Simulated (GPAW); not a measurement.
The system is TiAl.

```
CELL_PARAMETERS angstrom
2.86726 0.00000 0.00000
-1.43363 2.48312 0.00000
0.00000 0.00000 4.67808
ATOMIC_POSITIONS crystal
Ti 0.00000 0.00000 0.00000
Al 0.33333 0.66667 0.50000
```

The cell comes from a database or a generator and needn't be the stable form of this composition.

| Quantity | Value |
| --- | --- |
| Program | GPAW 26.7.0 |
| Task | relaxation of cell and atoms |
| Functional | PBEsol |
| Dispersion | D4 |
| Potentials or basis | PAW data sets generated in the run's folder for this functional |
| Cutoff | 600 eV |
| Basis | pw |
| k mesh | 9 × 9 × 5 |
| Occupations | fermi-dirac, width 0.05 eV |
| Spin | no spin polarisation |

At the start: pressure -4.5 GPa; volume 16.65 Å³/atom.

Problem. Where does the relaxation end?

Solution. Over 5 steps the energy falls by 8.4 meV/atom and the volume is 15.97 Å³/atom (-4.1 %); space group P-6m2 (No. 187, to 0.05 Å).

Step by step:
```
step  energy change (eV)  largest force (eV/Å)  pressure (GPa)  volume (Å³)
   1              0.0000                0.0000           -4.53        33.31
   2             -0.0076                0.0000           -3.51        32.97
   3             -0.0166                0.0000            0.14        31.89
   4             -0.0167                0.0000           -0.02        31.94
   5             -0.0168                0.0000           -0.05        31.94
```

Final structure:
```cif
data_structure
_symmetry_space_group_name_H-M 'P 1'
_symmetry_Int_Tables_number 1
_cell_length_a 2.8291
_cell_length_b 2.8291
_cell_length_c 4.6085
_cell_angle_alpha 90.000
_cell_angle_beta 90.000
_cell_angle_gamma 120.000
_cell_volume 31.94
loop_
_atom_site_label
_atom_site_type_symbol
_atom_site_fract_x
_atom_site_fract_y
_atom_site_fract_z
_atom_site_occupancy
Ti1 Ti 0.00000 0.00000 0.00000 1
Al1 Al 0.33333 0.66667 0.50000 1
```

Caveat: later steps reuse the first step's grids; pairwise dispersion overbinds metals, which lowers pressure and volume.
